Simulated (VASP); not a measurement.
# SiNi: the relaxed cell at several levels, part 2 of 3

Aim: relax SiNi at several levels and hold each cell against experiment. The start is a cell from a database of measured crystal structures.

VASP 6.6.1, plane waves and PAW; the level of theory is named at each step.

So far. Step 2 (Relaxation with PBEsol): It ends with a largest force of 0.002 eV/Å and a pressure of -0.08 GPa. The volume lies -2.7 % from that of the database's start, which holds the thermal and zero-point expansion of its experiment. The conventional cell has a = 2.943, b = 3.294 and c = 4.671 Å.

## (3) Relaxation with LDA

This step: LDA, spin-polarised from a ferromagnetic start; plane waves and PAW (Si, Ni) (VASP 6.6.1).

LDA, the lowest rung, knows the local density alone.

INCAR reads:

```
SYSTEM = SiNi
PREC = Accurate
ENCUT = 520
EDIFF = 1E-06
NELM = 100
ISMEAR = -1
SIGMA = 0.05
LREAL = .FALSE.
ALGO = Normal
GGA = CA
NBANDS = 24
ISPIN = 2
MAGMOM = 0 0 1 1
LASPH = .TRUE.
LMAXMIX = 4
LORBIT = 11
LWAVE = .FALSE.
LCHARG = .FALSE.
KPAR = 2
IBRION = 2
NSW = 60
ISIF = 3
EDIFFG = -0.01
```

POSCAR reads:

```
SiNi
1.0
    3.0266200000      0.0000000000      0.0000000000
    0.0000000000      3.2735000000      0.0000000000
    0.0000000000      0.0000000000      4.6977600000
Si Ni
2 2
Direct
    0.5000000000      0.5000000000      0.8423000000
    0.0000000000      0.0000000000      0.1577000000
    0.5000000000      0.5000000000      0.3442200000
    0.0000000000      0.0000000000      0.6557800000
```

KPOINTS reads:

```
Automatic mesh
0
Gamma
9 8 6
0 0 0
```

The projector-augmented-wave data sets are Si and Ni (PBE family, release 64).

The run is started by

```sh
$ mpirun -np 2 vasp_std
```

What it wrote:

```text
[banner, memory and clock lines left out]
running    2 mpi-ranks, on    1 nodes
 distrk:  each k-point on    1 cores,    2 groups
 distr:  one band on    1 cores,    1 groups

 POSCAR found type information on POSCAR SiNi
 POSCAR found :  2 types and       4 ions
 [... a notice as in an earlier step ...]

 LDA part: xc-table for (Slater(with rela. corr.)+CA(PZ))
 , standard interpolation
 POSCAR, INCAR and KPOINTS ok, starting setup
 FFT: planning ... GRIDC
 FFT: planning ... GRID_SOFT
 FFT: planning ... GRID
 WAVECAR not read
 entering main loop
       N       E                     dE             d eps       ncg     rms          rms(c)
DAV:   1     0.137377706227E+03    0.13738E+03   -0.12110E+04  9632   0.137E+03
DAV:   2    -0.223637881830E+02   -0.15974E+03   -0.14879E+03  9840   0.269E+02
DAV:   3    -0.305569034045E+02   -0.81931E+01   -0.80022E+01 12056   0.712E+01
DAV:   4    -0.307194103826E+02   -0.16251E+00   -0.16237E+00 10864   0.909E+00
DAV:   5    -0.307242241455E+02   -0.48138E-02   -0.48134E-02 12312   0.164E+00    0.215E+01
DAV:   6    -0.362916170711E+02   -0.55674E+01   -0.53847E+01 11456   0.138E+02    0.269E+01
DAV:   7    -0.272395020993E+02    0.90521E+01   -0.20779E+01 11448   0.870E+01    0.333E+00
DAV:   8    -0.272144004912E+02    0.25102E-01   -0.15117E+00 14528   0.126E+01    0.212E+00
DAV:   9    -0.271783833526E+02    0.36017E-01   -0.14838E-01 13472   0.506E+00    0.500E-01
DAV:  10    -0.271772488934E+02    0.11345E-02   -0.41335E-03 14056   0.710E-01    0.312E-01
DAV:  11    -0.271767778832E+02    0.47101E-03   -0.34155E-04 12712   0.149E-01    0.176E-01
DAV:  12    -0.271766833823E+02    0.94501E-04   -0.13195E-04 14272   0.182E-01    0.501E-02
DAV:  13    -0.271766786809E+02    0.47014E-05   -0.15313E-05 13944   0.456E-02    0.216E-02
DAV:  14    -0.271766761286E+02    0.25523E-05   -0.21903E-06  8656   0.244E-02    0.926E-03
DAV:  15    -0.271766757496E+02    0.37898E-06   -0.17299E-06  7632   0.118E-02
   1 F= -.27176676E+02 E0= -.27171548E+02  d E =-.271767E+02  mag=    -0.0000
 curvature:   0.00 expect dE= 0.000E+00 dE for cont linesearch  0.000E+00
 trial: gam= 0.00000 g(F)=  0.440E-02 g(S)=  0.229E+00 ort = 0.000E+00 (trialstep = 0.100E+01)
 search vector abs. value=  0.233E+00
 bond charge predicted
       N       E                     dE             d eps       ncg     rms          rms(c)
DAV:   1    -0.313009160362E+02   -0.41242E+01   -0.32715E+01 11216   0.866E+01    0.196E+01
DAV:   2    -0.349370662224E+02   -0.36362E+01   -0.47413E+01 11296   0.136E+02    0.218E+01
DAV:   3    -0.272054653490E+02    0.77316E+01   -0.18219E+01 11456   0.841E+01    0.308E+00
DAV:   4    -0.272086763292E+02   -0.32110E-02   -0.11542E+00 13336   0.831E+00    0.246E+00
DAV:   5    -0.271624677211E+02    0.46209E-01   -0.10176E-01 13672   0.495E+00    0.975E-01
DAV:   6    -0.271584461862E+02    0.40215E-02   -0.14104E-02 13704   0.166E+00    0.277E-01
DAV:   7    -0.271586193043E+02   -0.17312E-03   -0.99648E-04 14808   0.322E-01    0.124E-01
DAV:   8    -0.271585832556E+02    0.36049E-04   -0.86477E-05 13624   0.138E-01    0.306E-02
DAV:   9    -0.271585726428E+02    0.10613E-04   -0.24711E-05 15160   0.717E-02    0.721E-03
DAV:  10    -0.271585730095E+02   -0.36666E-06   -0.43284E-06 10376   0.127E-02
   2 F= -.27158573E+02 E0= -.27154337E+02  d E =0.181027E-01  mag=    -0.0000
[... from here on, the cycles between the ionic steps are left out ...]
   3 F= -.27234307E+02 E0= -.27229625E+02  d E =-.576310E-01  mag=     0.0000
   4 F= -.27234304E+02 E0= -.27229632E+02  d E =-.576281E-01  mag=    -0.0000
   5 F= -.27236316E+02 E0= -.27231938E+02  d E =-.201256E-02  mag=    -0.0000
   6 F= -.27237468E+02 E0= -.27233347E+02  d E =-.316388E-02  mag=    -0.0000
   7 F= -.27238890E+02 E0= -.27234962E+02  d E =-.142183E-02  mag=    -0.0000
   8 F= -.27239175E+02 E0= -.27235339E+02  d E =-.170767E-02  mag=     0.0000
   9 F= -.27239193E+02 E0= -.27235410E+02  d E =-.172482E-02  mag=    -0.0000
  10 F= -.27239114E+02 E0= -.27235447E+02  d E =0.788871E-04  mag=    -0.0000
 trial-energy change:    0.000079  1 .order    0.000090   -0.000483    0.000664
 step:   0.5772(harm=  0.5576)  dis= 0.00069  next Energy=   -27.239299 (dE=-0.106E-03)
 bond charge predicted
       N       E                     dE             d eps       ncg     rms          rms(c)
DAV:   1    -0.272412887384E+02   -0.21752E-02   -0.21195E-02 11992   0.199E+00    0.403E-01
DAV:   2    -0.272429584708E+02   -0.16697E-02   -0.24677E-02 11544   0.289E+00    0.468E-01
DAV:   3    -0.272394058414E+02    0.35526E-02   -0.94324E-03 11488   0.185E+00    0.806E-02
DAV:   4    -0.272393129396E+02    0.92902E-04   -0.25373E-04 11104   0.141E-01    0.199E-02
DAV:   5    -0.272393078127E+02    0.51269E-05   -0.21079E-05 13856   0.665E-02    0.515E-03
DAV:   6    -0.272393077620E+02    0.50695E-07   -0.30984E-06 10008   0.166E-02
  11 F= -.27239308E+02 E0= -.27235576E+02  d E =-.115241E-03  mag=     0.0000
 curvature:  -0.35 expect dE=-0.858E-05 dE for cont linesearch -0.630E-06
 trial: gam= 0.12046 g(F)=  0.134E-04 g(S)=  0.108E-04 ort =-0.287E-04 (trialstep = 0.117E+01)
 search vector abs. value=  0.241E-04
 reached required accuracy - stopping structural energy minimisation
```

The job ended after 9.5 min (2 MPI ranks of AMD EPYC 7R43, shared host; peak memory 0.49 GiB).

From OUTCAR (step 3):

```text
 Found    100 irreducible k-points:

   NELECT =      28.0000    total number of electrons

 E-fermi :  11.7363

 spin component 1
 k-point     1 :       0.0000    0.0000    0.0000
  band No.  band energies     occupation
    ...
     10       8.8984      1.00000
     11       9.2844      1.00000
     12       9.5832      1.00000
     13       9.6078      1.00000
     14      10.2827      1.00000
     15      12.9711      0.00000
     16      14.5172      0.00000
     17      16.9464      0.00000
     18      17.4333      0.00000
     19      19.0541      0.00000
    ...

 k-point     2 :       0.1111    0.0000    0.0000
  band No.  band energies     occupation
    ...
     10       9.0600      1.00000
     11       9.1161      1.00000
     12       9.3821      1.00000
     13       9.5698      1.00000
     14      10.9399      1.00000
     15      11.8018      0.21238
     16      14.6756      0.00000
     17      17.1144      0.00000
     18      17.8571      0.00000
     19      18.3868      0.00000
    ...

 k-point     3 :       0.2222    0.0000    0.0000
  band No.  band energies     occupation
    ...
     10       8.6664      1.00000
     11       9.2664      1.00000
     12       9.2869      1.00000
     13       9.7071      1.00000
     14      10.6849      1.00000
     15      11.9640      0.01041
     16      15.0749      0.00000
     17      15.9641      0.00000
     18      16.7866      0.00000
     19      17.5183      0.00000
    ...

 k-point     4 :       0.3333    0.0000    0.0000
  band No.  band energies     occupation
    ...
     10       8.8948      1.00000
     11       9.0141      1.00000
     12       9.2907      1.00000
     13       9.9200      1.00000
     14      10.3181      1.00000
     15      13.1384      0.00000
     16      14.4413      0.00000
     17      14.7131      0.00000
     18      16.1334      0.00000
     19      17.3965      0.00000
    ...

  Total        0.0240659      0.0135987      0.0114948      0.0000000      0.0000000      0.0000000
  in kB        0.8677504      0.4903314      0.4144721      0.0000000      0.0000000      0.0000000
  external PRESSURE =       0.5908513 kB  Pullay stress =       0.0000000 kB

  energy-cutoff  :      520.00
  volume of cell :       44.43
      direct lattice vectors                 reciprocal lattice vectors
     2.930316936  0.000000000  0.000000000     0.341260014  0.000000000  0.000000000
     0.000000000  3.271887587  0.000000000     0.000000000  0.305633972  0.000000000
     0.000000000  0.000000000  4.634524506     0.000000000  0.000000000  0.215771866

 POSITION                                       TOTAL-FORCE (eV/Angst)
 -----------------------------------------------------------------------------------
      1.46516      1.63594      3.89641         0.000000      0.000000     -0.007449
      0.00000      0.00000      0.73811         0.000000      0.000000      0.007449
      1.46516      1.63594      1.58961         0.000000      0.000000      0.009151
      0.00000      0.00000      3.04492         0.000000      0.000000     -0.009151
 -----------------------------------------------------------------------------------
    total drift:                                0.000000      0.000000      0.000000

  FREE ENERGIE OF THE ION-ELECTRON SYSTEM (eV)
  ---------------------------------------------------
  free  energy   TOTEN  =       -27.2393077620 eV

  energy  without entropy=      -27.2318442912  energy(sigma->0) =      -27.23557603

 total charge
# of ion       s       p       d       tot
------------------------------------------
    1        0.749   0.878   0.000   1.627
    2        0.749   0.878   0.000   1.627
    3        0.502   0.651   8.520   9.672
    4        0.502   0.651   8.520   9.672
--------------------------------------------------
tot          2.501   3.058  17.039  22.598

 magnetization (x)
# of ion       s       p       d       tot
------------------------------------------
    1       -0.000  -0.000   0.000  -0.000
    2       -0.000  -0.000   0.000  -0.000
    3        0.000   0.000   0.000   0.000
    4        0.000   0.000   0.000   0.000
--------------------------------------------------
tot          0.000  -0.000   0.000   0.000

[... 9 parts as in an earlier step ...]

[... 4 further parts left out ...]
```

CONTCAR:

```
SiNi
   1.00000000000000
     2.9303169360983525    0.0000000000000000    0.0000000000000000
     0.0000000000000000    3.2718875874425555    0.0000000000000000
     0.0000000000000000    0.0000000000000000    4.6345245063780682
  Si              Ni
     2     2
Direct
     0.5000000000000000    0.5000000000000000    0.8407356877684762
     0.0000000000000000    0.0000000000000000    0.1592643122315238
     0.5000000000000000    0.5000000000000000    0.3429922079833703
     0.0000000000000000    0.0000000000000000    0.6570077920166297
```

The PAW data sets were made with PBE, though LDA sets exist; this is a small mismatch.

Step by step:

| step | energy less that of the first step (eV) | largest force (eV/Å) | pressure (GPa) | volume (Å³) |
| --- | --- | --- | --- | --- |
| 1 | 0.0000 | 0.1598 | -8.56 | 46.54 |
| 2 | 0.0181 | 0.2008 | 11.61 | 42.48 |
| 3 | -0.0576 | 0.0198 | -0.16 | 44.58 |
| 4 | -0.0576 | 0.0168 | 0.02 | 44.54 |
| 5 | -0.0596 | 0.0114 | 0.10 | 44.47 |
| 6 | -0.0608 | 0.0408 | 0.24 | 44.38 |
| 7 | -0.0622 | 0.0159 | -0.10 | 44.45 |
| 8 | -0.0625 | 0.0196 | -0.17 | 44.48 |
| 9 | -0.0625 | 0.0231 | -0.29 | 44.50 |
| 10 | -0.0624 | 0.0156 | 0.45 | 44.35 |
| 11 | -0.0626 | 0.0092 | 0.06 | 44.43 |

| conventional cell, symmetrised | before | after | change |
| --- | --- | --- | --- |
| a (Å) | 3.027 | 2.930 | -3.2 % |
| b (Å) | 3.273 | 3.272 | -0.0 % |
| c (Å) | 4.698 | 4.635 | -1.3 % |
| volume (Å³/atom) | 11.64 | 11.11 | -4.5 % |

The relaxed structure:

```xyz
4
Lattice="2.9303 0.0000 0.0000 0.0000 3.2719 0.0000 0.0000 0.0000 4.6345" Properties=species:S:1:pos:R:3 pbc="T T T"
Si    1.4652    1.6359    3.8964
Si    0.0000    0.0000    0.7381
Ni    1.4652    1.6359    1.5896
Ni    0.0000    0.0000    3.0449
```

This step gave:

| Property | Result |
| --- | --- |
| free energy (TOTEN) | -27.24 eV |
| energy at zero smearing | -27.24 eV |
| Fermi energy | 11.74 eV |
| pressure | 0.05909 GPa |

It ends at 11.11 Å³/atom, -4.5 % from the start, with 0.06 GPa left. The conventional cell has a = 2.930, b = 3.272 and c = 4.635 Å.

## (4) Relaxation with PBE

This step: PBE, spin-polarised from a ferromagnetic start; plane waves and PAW (Si, Ni) (VASP 6.6.1).

PBE, the usual starting point, adds the gradient of the density.

Edit INCAR of step 3 so:

```diff
@@ -9,3 +9,3 @@
 ALGO = Normal
-GGA = CA
+GGA = PE
 NBANDS = 24
```

POSCAR is that of step 3.

KPOINTS is that of step 3.

The run is started by

```sh
$ mpirun -np 2 vasp_std
```

What it wrote:

```text
[banner, memory and clock lines left out]
running    2 mpi-ranks, on    1 nodes
[...]
LDA part: xc-table for (Slater+PW92), standard interpolation
 POSCAR, INCAR and KPOINTS ok, starting setup
[...]
entering main loop
       N       E                     dE             d eps       ncg     rms          rms(c)
DAV:   1     0.140052443845E+03    0.14005E+03   -0.12125E+04  9632   0.137E+03
DAV:   2    -0.186078484626E+02   -0.15866E+03   -0.14777E+03  9840   0.269E+02
DAV:   3    -0.265979335033E+02   -0.79901E+01   -0.78055E+01 12072   0.702E+01
DAV:   4    -0.267556864246E+02   -0.15775E+00   -0.15762E+00 10896   0.895E+00
[...]
DAV:  14    -0.236161887667E+02    0.32844E-05   -0.18365E-06  8616   0.207E-02    0.975E-03
DAV:  15    -0.236161873495E+02    0.14172E-05   -0.18011E-06  7744   0.143E-02    0.122E-03
DAV:  16    -0.236161873451E+02    0.44083E-08   -0.66520E-07  5856   0.744E-03
   1 F= -.23616187E+02 E0= -.23611080E+02  d E =-.236162E+02  mag=    -0.0000
[... from here on, the cycles between the ionic steps are left out ...]
   2 F= -.23618700E+02 E0= -.23613743E+02  d E =-.251289E-02  mag=    -0.0000
   3 F= -.23619188E+02 E0= -.23614187E+02  d E =-.300071E-02  mag=    -0.0000
   4 F= -.23620421E+02 E0= -.23615702E+02  d E =-.123257E-02  mag=     0.0000
   5 F= -.23620481E+02 E0= -.23615882E+02  d E =-.129340E-02  mag=    -0.0000
   6 F= -.23621339E+02 E0= -.23616969E+02  d E =-.857760E-03  mag=     0.0000
   7 F= -.23621629E+02 E0= -.23617367E+02  d E =-.114719E-02  mag=     0.0000
   8 F= -.23621637E+02 E0= -.23617362E+02  d E =-.115537E-02  mag=     0.0000
   9 F= -.23621758E+02 E0= -.23617472E+02  d E =-.120760E-03  mag=    -0.0000
  10 F= -.23621784E+02 E0= -.23617501E+02  d E =-.147181E-03  mag=    -0.0000
[...]
reached required accuracy - stopping structural energy minimisation
```

Run time: 7.8 min. Hardware: 2 MPI ranks; peak memory 0.51 GiB.

OUTCAR, selected parts (step 4):

```text
  Total       -0.0096962     -0.0092449     -0.0388809      0.0000000      0.0000000      0.0000000
  in kB       -0.3316024     -0.3161677     -1.3297025      0.0000000      0.0000000      0.0000000
  external PRESSURE =      -0.6591575 kB  Pullay stress =       0.0000000 kB

 POSITION                                       TOTAL-FORCE (eV/Angst)
 -----------------------------------------------------------------------------------
      1.49740      1.66006      3.97031         0.000000      0.000000     -0.005503
      0.00000      0.00000      0.74133         0.000000      0.000000      0.005503
      1.49740      1.66006      1.61182         0.000000      0.000000      0.006896
      0.00000      0.00000      3.09981         0.000000      0.000000     -0.006896
 -----------------------------------------------------------------------------------
    total drift:                                0.000000     -0.000000      0.000000

  FREE ENERGIE OF THE ION-ELECTRON SYSTEM (eV)
  ---------------------------------------------------
  free  energy   TOTEN  =       -23.6217839959 eV

  energy  without entropy=      -23.6132188339  energy(sigma->0) =      -23.61750141

 magnetization (x)
# of ion       s       p       d       tot
------------------------------------------
    1        0.000   0.000   0.000   0.000
    2        0.000   0.000   0.000   0.000
    3       -0.000   0.000  -0.000  -0.000
    4       -0.000   0.000  -0.000  -0.000
--------------------------------------------------
tot         -0.000   0.000  -0.000  -0.000

[... 2 parts as in an earlier step ...]

[... 2 further parts left out ...]
[key lines of the parts left out:]
E-fermi :  11.1864
```

The steps of the relaxation:

| step | energy less that of the first step (eV) | largest force (eV/Å) | pressure (GPa) | volume (Å³) |
| --- | --- | --- | --- | --- |
| 1 | 0.0000 | 0.1130 | 1.26 | 46.54 |
| 2 | -0.0025 | 0.0479 | -1.13 | 47.16 |
| 3 | -0.0030 | 0.0661 | -0.51 | 46.98 |
| 4 | -0.0042 | 0.0395 | -0.17 | 46.89 |
| 5 | -0.0043 | 0.0626 | 0.07 | 46.85 |
| 6 | -0.0052 | 0.0459 | 0.07 | 46.82 |
| 7 | -0.0054 | 0.0418 | 0.25 | 46.78 |
| 8 | -0.0054 | 0.0414 | 0.14 | 46.78 |
| 9 | -0.0056 | 0.0064 | -0.15 | 46.87 |
| 10 | -0.0056 | 0.0069 | -0.07 | 46.85 |

| conventional cell, symmetrised | before | after | change |
| --- | --- | --- | --- |
| a (Å) | 3.027 | 2.995 | -1.1 % |
| b (Å) | 3.273 | 3.320 | +1.4 % |
| c (Å) | 4.698 | 4.712 | +0.3 % |
| volume (Å³/atom) | 11.64 | 11.71 | +0.7 % |

The atoms that moved most (Å, as changes of fractional coordinates times the final cell):

| atom | dx | dy | dz | length |
| --- | --- | --- | --- | --- |
| Ni3 | 0.000 | 0.000 | -0.010 | 0.010 |
| Ni4 | 0.000 | 0.000 | 0.010 | 0.010 |

Final coordinates:

```xyz
4
Lattice="2.9948 0.0000 0.0000 0.0000 3.3201 0.0000 0.0000 0.0000 4.7116" Properties=species:S:1:pos:R:3 pbc="T T T"
Si    1.4974    1.6601    3.9703
Si    0.0000    0.0000    0.7413
Ni    1.4974    1.6601    1.6118
Ni    0.0000    0.0000    3.0998
```

It ends at 11.71 Å³/atom, +0.7 % from the start, with -0.07 GPa left. The conventional cell has a = 2.995, b = 3.320 and c = 4.712 Å.

(Continued in part 3 of 3.)

[Lines on the potential files, build, host, timing and source positions are cut from VASP's logs without a mark.]

[Logs are printed without paths, hosts, clocks, repeated set-up lines and the standing remarks that a program may print on its own settings, such as how far it seeks lower states.]

[Hosts, paths, dates, database ids (printed as entryN), source tags and the programs' standing remarks are cut or masked in the printed files.]

[A measured line is paired with the nearest computed mode of its activity, which favours agreement.]
